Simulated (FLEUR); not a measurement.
# 3 ML Ni on Cu(001), 3 substrate layers: from one collinear state to anisotropy

Aim: the anisotropy of 3 ML Ni on Cu(001), 3 substrate layers from single passes in the potential of one collinear state.

Program: FLEUR MaX-R8.1. Level of theory: PBE; all-electron FLAPW film, Dirac cores, scalar-relativistic bands. Results are calculated unless marked as measured.

Report form: the programs' logs are mostly left out.

### Step 1. Starting point

The cell holds 6 atoms: 3 Cu and 3 Ni. Its edges and angles: a = 2.556 Å, b = 2.556 Å, c = 22.801 Å, α = 90.0°, β = 90.0°, γ = 90.0°. Pseudomorphic film, hard-sphere layer spacings, unrelaxed. Vacuum lies along c.

Coordinates:

```xyz
6
Lattice="2.5562 0.0000 0.0000 0.0000 2.5562 0.0000 0.0000 0.0000 22.8006" Properties=species:S:1:pos:R:3
Cu    0.0000    0.0000    7.0000
Cu    1.2781    1.2781    8.8075
Cu    0.0000    0.0000   10.6150
Ni    1.2781    1.2781   12.3754
Ni    0.0000    0.0000   14.0880
Ni    1.2781    1.2781   15.8006
```

### Step 2. Self-consistent state

The force theorems are single passes in this state's potential, so it has to be converged first.

No symmetry is used, so that later steps may turn the spins freely; k and −k are joined. FLEUR takes the sheet as a true film: the images along c are dropped, heights are typed in bohr, and the vacuum on both sides is semi-infinite. inpgen writes inp.xml from crystal.txt; cutoffs, mixing, functional, smearing and local orbitals are then set in the file. The k list scf (kpts.xml, not shown) is a Γ-centred 10×10×1 mesh; where the ranks do not divide the number of points, some are split in two of half the weight.

Input file inp.xml:

```
<?xml version="1.0" encoding="UTF-8" standalone="no"?>
<fleurInput fleurInputVersion="0.39">
   <comment>
      CuNi
   </comment>
   <calculationSetup>
      <cutoffs Kmax="3.66" Gmax="11.0" GmaxXC="11.0" numbands="0"/>
      <scfLoop itmax="150" minDistance="0.00002" maxIterBroyd="15" imix="Anderson" alpha="0.03" precondParam="0.0" spinf="2.0" sdNocoIR="T"/>
      <coreElectrons ctail="F" frcor="F" kcrel="0" coretail_lmax="0"/>
      <xcFunctional name="pbe" relativisticCorrections="F"/>
      <magnetism jspins="2" l_noco="F" l_ss="F">
         <qss>0.0 0.0 0.0</qss>
         <mtNocoParams l_mperp="F" l_mtNocoPot="F" l_relaxSQA="F" mag_mixing_scheme="0" mix_RelaxWeightOffD="1.0" l_constrained="F" mix_constr="1.0"/>
         <sourceFreeMag l_sourceFree="F" l_scaleMag="F" mag_scale="1.0"/>
      </magnetism>
      <soc l_soc="F" theta="0.0" phi="0.0" spav="F"/>
      <expertModes spex="0" secvar="F"/>
      <geometryOptimization l_f="F" forcealpha="1.0" forcemix="BFGS" epsdisp="0.00001" epsforce="0.00001"/>
      <ldaU l_linMix="F" mixParam="0.05" spinf="1.0"/>
   </calculationSetup>
   <cell>
      <bzIntegration valenceElectrons="87.0" mode="hist" fermiSmearingEnergy="0.00183747">
         <kPointListSelection listName="scf"/>
         <xi:include xmlns:xi="http://www.w3.org/2001/XInclude" href="kpts.xml"> </xi:include>
      </bzIntegration>
      <xi:include xmlns:xi="http://www.w3.org/2001/XInclude" href="sym.xml"> </xi:include>
      <filmLattice scale="1.0" dVac="22.01" dTilda="24.51">
         <bravaisMatrixFilm>
            <row-1>    4.8305179197025199     0.0000000000000000</row-1>
            <row-2>    0.0000000000000000     4.8305179197025199</row-2>
         </bravaisMatrixFilm>
         <vacuumEnergyParameters vacuum="1" spinUp="-.25" spinDown="-.25"/>
         <vacuumEnergyParameters vacuum="2" spinUp="-.25" spinDown="-.25"/>
      </filmLattice>
   </cell>
   <atomSpecies>
      <species name="Copper (Cu)" element="Cu" atomicNumber="29">
         <mtSphere radius="2.29" gridPoints="757" logIncrement="0.016"/>
         <atomicCutoffs lmax="8" lnonsphr="6"/>
         <electronConfig flipSpins="F">
            <coreConfig>(1s1/2) (2s1/2) (2p1/2) (2p3/2) (3s1/2) (3p1/2) (3p3/2)</coreConfig>
            <valenceConfig>(4s1/2) (3d3/2) (3d5/2)</valenceConfig>
            <stateOccupation state="(4s1/2)" spinUp="0.500000" spinDown="0.500000"/>
         </electronConfig>
         <energyParameters s="4" p="4" d="3" f="4"/>
      </species>
      <species name="Nickel (Ni1.001" element="Ni" atomicNumber="28">
         <mtSphere radius="2.24" gridPoints="741" logIncrement="0.016"/>
         <atomicCutoffs lmax="8" lnonsphr="6"/>
         <electronConfig flipSpins="F">
            <coreConfig>(1s1/2) (2s1/2) (2p1/2) (2p3/2)</coreConfig>
            <valenceConfig>(3s1/2) (3p1/2) (3p3/2) (4s1/2) (3d3/2) (3d5/2)</valenceConfig>
            <stateOccupation state="(3d3/2)" spinUp="1.6" spinDown="1.6"/>
            <stateOccupation state="(3d5/2)" spinUp="2.9005" spinDown="1.8995"/>
         </electronConfig>
         <energyParameters s="4" p="4" d="3" f="4"/>
         <lo type="SCLO" l="0" n="3" eDeriv="0"/>
         <lo type="SCLO" l="1" n="3" eDeriv="0"/>
      </species>
   </atomSpecies>
   <atomGroups>
      <atomGroup species="Copper (Cu)">
         <filmPos label="                   1">.0000000000 .0000000000 -8.3153811577</filmPos>
         <force calculate="T" relaxXYZ="TTT"/>
         <nocoParams  alpha="0.0" beta="0.0"/>
      </atomGroup>
      <atomGroup species="Copper (Cu)">
         <filmPos label="                   2">1.000/2.000 1.000/2.000 -4.8996682940</filmPos>
         <force calculate="T" relaxXYZ="TTT"/>
         <nocoParams  alpha="0.0" beta="0.0"/>
      </atomGroup>
      <atomGroup species="Copper (Cu)">
         <filmPos label="                   3">.0000000000 .0000000000 -1.4839985172</filmPos>
         <force calculate="T" relaxXYZ="TTT"/>
         <nocoParams  alpha="0.0" beta="0.0"/>
      </atomGroup>
      <atomGroup species="Nickel (Ni1.001">
         <filmPos label="                   4">1.000/2.000 1.000/2.000 1.8426537538</filmPos>
         <force calculate="T" relaxXYZ="TTT"/>
         <nocoParams  alpha="0.0" beta="0.0"/>
      </atomGroup>
      <atomGroup species="Nickel (Ni1.001">
         <filmPos label="                   5">.0000000000 .0000000000 5.0789959123</filmPos>
         <force calculate="T" relaxXYZ="TTT"/>
         <nocoParams  alpha="0.0" beta="0.0"/>
      </atomGroup>
      <atomGroup species="Nickel (Ni1.001">
         <filmPos label="                   6">1.000/2.000 1.000/2.000 8.3153811577</filmPos>
         <force calculate="T" relaxXYZ="TTT"/>
         <nocoParams  alpha="0.0" beta="0.0"/>
      </atomGroup>
   </atomGroups>
   <output dos="F" band="F" slice="F">
      <bandDOS minEnergy="-.5*Htr" maxEnergy="0.5*Htr" sigma="0.015" storeEVData="T"/>
      <plotting iplot="0" polar="F">
         <plot TwoD="T" vec1="  1.0  0.0  0.0" vec2="  0.0  1.0  0.0" vec3="  0.0  0.0  1.0" zero="  0.0  0.0 -0.5" file="plot"/>
      </plotting>
      <moessbauerParams electricFieldGradient="F" isomerShift="F" coreHyperfine="F" valenceHyperfine="F"/>
   </output>
</fleurInput>
```

Input file crystal.txt:

```
CuNi
&input film=T cartesian=F /
2.55620000000  0.00000000000  0.00000000000
0.00000000000  2.55620000000  0.00000000000
0.00000000000  0.00000000000  1.00000000000
1.8897261246
1.0 1.0 1.0

6
29 0.00000000000  0.00000000000  -8.31538115768
29 0.50000000000  0.50000000000  -4.89966829400
29 0.00000000000  0.00000000000  -1.48399851720
28 0.50000000000  0.50000000000  1.84265375375 : 1.001
28 0.00000000000  0.00000000000  5.07899591227 : 1.001
28 0.50000000000  0.50000000000  8.31538115768 : 1.001

&kpt div1=10 div2=10 div3=1 gamma=T /
```

On the command line:

```
OMP_NUM_THREADS=1 inpgen -f crystal.txt -nosym -noco > inpgen.log  # inp.xml is then edited as shown
OMP_NUM_THREADS=1 mpirun -n 4 fleur_MPI > fleur.log
```

The job ended after 8.6 min (4 MPI ranks of Arm Neoverse V2, shared host; peak memory 1.2 GiB; 35 min of CPU time).

Spin moment in the muffin-tin sphere by atom:

| atom | spin moment in the muffin-tin sphere (μB) |
| --- | --- |
| Cu1 | -0.002 |
| Cu2 | -0.008 |
| Cu3 | -0.008 |
| Ni4 | 0.509 |
| Ni5 | 0.709 |
| Ni6 | 0.799 |

This step gave:

| Property | Result |
| --- | --- |
| free energy | -259257.7423 eV |
| program's band gap on this mesh (in a metal only a level spacing) | 9.44e-4 eV |
| magnetization | 1.890 μB |
| final state | ferromagnetic |

After 70 cycles the largest moment stands at 0.799 μB.

### Step 3. Energy against the direction of the moments, rung 1

Anisotropy is a small difference, so it is taken from sums over occupied states at a frozen potential, where most errors cancel.

One pass with spin–orbit coupling for each direction, from the saved density. The k list mae (kpts.xml, not shown) is a Γ-centred 16×16×1 mesh.

inp.xml: that of step 2 with these lines changed.

```diff
@@ -6,4 +6,4 @@
    <calculationSetup>
-      <cutoffs Kmax="3.66" Gmax="11.0" GmaxXC="11.0" numbands="0"/>
-      <scfLoop itmax="150" minDistance="0.00002" maxIterBroyd="15" imix="Anderson" alpha="0.03" precondParam="0.0" spinf="2.0" sdNocoIR="T"/>
+      <cutoffs Kmax="3.66" Gmax="11.0" GmaxXC="11.0" numbands="183"/>
+      <scfLoop itmax="1" minDistance="0.00002" maxIterBroyd="15" imix="Anderson" alpha="0.03" precondParam="0.0" spinf="2.0" sdNocoIR="T"/>
       <coreElectrons ctail="F" frcor="F" kcrel="0" coretail_lmax="0"/>
@@ -15,3 +15,3 @@
       </magnetism>
-      <soc l_soc="F" theta="0.0" phi="0.0" spav="F"/>
+      <soc l_soc="T" theta="0.0" phi="0.0" spav="F"/>
       <expertModes spex="0" secvar="F"/>
@@ -22,3 +22,3 @@
       <bzIntegration valenceElectrons="87.0" mode="hist" fermiSmearingEnergy="0.00183747">
-         <kPointListSelection listName="scf"/>
+         <kPointListSelection listName="mae"/>
          <xi:include xmlns:xi="http://www.w3.org/2001/XInclude" href="kpts.xml"> </xi:include>
@@ -99,2 +99,5 @@
    </output>
+   <forceTheorem>
+      <MAE theta="0.0 1.5707963 1.5707963" phi="0.0 0.0 1.5707963"/>
+   </forceTheorem>
 </fleurInput>
```

On the command line:

```
OMP_NUM_THREADS=1 mpirun -n 4 fleur_MPI -warn_only > fleur.log
```

Run time: 3.2 min. Hardware: 4 MPI ranks; peak memory 2.1 GiB; 13 min of CPU time.

Anisotropy energies, by row:

| axis | x | y | z | band energy less the first axis' (meV a cell) |
| --- | --- | --- | --- | --- |
| z | 0 | 0 | 1 | 0 |
| x | 1 | 0 | 0 | -0.1161 |
| y | 0 | 1 | 0 | -0.1161 |

Shape anisotropy is not in these numbers.

### Step 4. Energy against the direction of the moments, rung 2

A second rung shows how far the first can be trusted.

The k list mae (kpts.xml, not shown) is a Γ-centred 25×25×1 mesh.

inp.xml is that of step 3.

Wall time 7.9 min (4 MPI ranks); peak memory 4.3 GiB; 32 min of CPU time.

Anisotropy energies, by row:

| axis | x | y | z | band energy less the first axis' (meV a cell) |
| --- | --- | --- | --- | --- |
| z | 0 | 0 | 1 | 0 |
| x | 1 | 0 | 0 | -0.08893 |
| y | 0 | 1 | 0 | -0.08893 |

### Step 5. Spin–orbit coupling, moments along z

Spin–orbit coupling ties the spins to the lattice and lets orbital moments form.

A new self-consistent run of the start ferro +++, with the moments along z. The k list default-1 (kpts.xml, not shown) is a Γ-centred 25×25×1 mesh.

inp.xml: that of step 2 with these lines changed.

```diff
@@ -6,12 +6,8 @@
    <calculationSetup>
-      <cutoffs Kmax="3.66" Gmax="11.0" GmaxXC="11.0" numbands="0"/>
+      <cutoffs Kmax="3.66" Gmax="11.0" GmaxXC="11.0" numbands="207"/>
       <scfLoop itmax="150" minDistance="0.00002" maxIterBroyd="15" imix="Anderson" alpha="0.03" precondParam="0.0" spinf="2.0" sdNocoIR="T"/>
-      <coreElectrons ctail="F" frcor="F" kcrel="0" coretail_lmax="0"/>
+      <coreElectrons ctail="T" frcor="F" kcrel="0" coretail_lmax="0"/>
       <xcFunctional name="pbe" relativisticCorrections="F"/>
-      <magnetism jspins="2" l_noco="F" l_ss="F">
-         <qss>0.0 0.0 0.0</qss>
-         <mtNocoParams l_mperp="F" l_mtNocoPot="F" l_relaxSQA="F" mag_mixing_scheme="0" mix_RelaxWeightOffD="1.0" l_constrained="F" mix_constr="1.0"/>
-         <sourceFreeMag l_sourceFree="F" l_scaleMag="F" mag_scale="1.0"/>
-      </magnetism>
-      <soc l_soc="F" theta="0.0" phi="0.0" spav="F"/>
+      <magnetism jspins="2"/>
+      <soc l_soc="T" theta="0.0" phi="0.0" spav="F"/>
       <expertModes spex="0" secvar="F"/>
@@ -22,3 +18,3 @@
       <bzIntegration valenceElectrons="87.0" mode="hist" fermiSmearingEnergy="0.00183747">
-         <kPointListSelection listName="scf"/>
+         <kPointListSelection listName="default-1"/>
          <xi:include xmlns:xi="http://www.w3.org/2001/XInclude" href="kpts.xml"> </xi:include>
@@ -64,3 +60,2 @@
          <force calculate="T" relaxXYZ="TTT"/>
-         <nocoParams  alpha="0.0" beta="0.0"/>
       </atomGroup>
@@ -69,3 +64,2 @@
          <force calculate="T" relaxXYZ="TTT"/>
-         <nocoParams  alpha="0.0" beta="0.0"/>
       </atomGroup>
@@ -74,3 +68,2 @@
          <force calculate="T" relaxXYZ="TTT"/>
-         <nocoParams  alpha="0.0" beta="0.0"/>
       </atomGroup>
@@ -79,3 +72,2 @@
          <force calculate="T" relaxXYZ="TTT"/>
-         <nocoParams  alpha="0.0" beta="0.0"/>
       </atomGroup>
@@ -84,3 +76,2 @@
          <force calculate="T" relaxXYZ="TTT"/>
-         <nocoParams  alpha="0.0" beta="0.0"/>
       </atomGroup>
@@ -89,3 +80,2 @@
          <force calculate="T" relaxXYZ="TTT"/>
-         <nocoParams  alpha="0.0" beta="0.0"/>
       </atomGroup>
```

crystal.txt: that of step 2 with these lines changed.

```diff
@@ -16,2 +16,3 @@
 
-&kpt div1=10 div2=10 div3=1 gamma=T /
+&soc 0.0000000 0.0000000 /
+&kpt div1=25 div2=25 div3=1 gamma=T /
```

On the command line:

```
OMP_NUM_THREADS=1 inpgen -f crystal.txt > inpgen.log  # inp.xml is then edited as shown
OMP_NUM_THREADS=1 mpirun -n 4 fleur_MPI > fleur.log
```

It took 69 min on 4 MPI ranks; peak memory 1.6 GiB; 4.6 h of CPU time.

Spin moment in the muffin-tin sphere by atom:

| atom | spin moment in the muffin-tin sphere (μB) |
| --- | --- |
| Cu1 | -0.001 |
| Cu2 | -0.004 |
| Cu3 | -0.006 |
| Ni4 | 0.480 |
| Ni5 | 0.664 |
| Ni6 | 0.770 |

Numbers from this step:

```yaml
free_energy: -259257.8385 eV
program_s_band_gap_on_this_mesh_in_a_metal_only_a_level_spacing: 0 eV
magnetization: 1.796 μB
final_state: ferromagnetic
orbital_moment_along_the_spin: 0.07147 μB
```

Orbital moment in the sphere, along the spin axis by atom:

| atom | orbital moment in the sphere, along the spin axis (μB) |
| --- | --- |
| Cu1 | -0.0001 |
| Cu2 | -0.0001 |
| Cu3 | 0.0000 |
| Ni4 | 0.0395 |
| Ni5 | 0.0633 |
| Ni6 | 0.0715 |

### Step 6. Results

```json
{
 "reference state": "ferromagnetic",
 "largest sphere moment": "0.799 μB",
 "easy direction of those tried": "the plane normal to z",
 "energy along x less z, force theorem": "-0.0889 meV a primitive cell",
 "orbital moment on the atom of largest spin, along its spin (spin–orbit run)": "0.0715 μB"
}
```

By the force theorem the moments prefer the plane normal to z, with no direction in it resolved; shape anisotropy is not in it, and in a film it favours the plane. The difference for the second direction goes from -0.12 meV (mesh 16×16×1, 183 states, 13 min of CPU time) to -0.089 meV (mesh 25×25×1, 183 states, 32 min), so it is not converged. The orbital moment is parallel to the spin, as Hund's third rule has it for a shell over half filled. The state was typed, and no other order was converged beside it, so it need not be the ground state. A substrate of 3 unrelaxed layers is a model; thickness and relaxation can move these numbers.

[Logs and program files are shortened in this print: banners, set-up blocks, solver, clock and traceback lines can be left out without a mark of their own.]

[Logs are printed without paths, hosts, clocks, repeated set-up lines and the standing remarks that a program may print on its own settings, such as how far it seeks lower states.]

[Hosts, paths, dates, database ids (printed as entryN), source tags and the programs' standing remarks are cut or masked in the printed files.]

[Where a cell is said to come from a database of computed structures, the database is the Materials Project.]
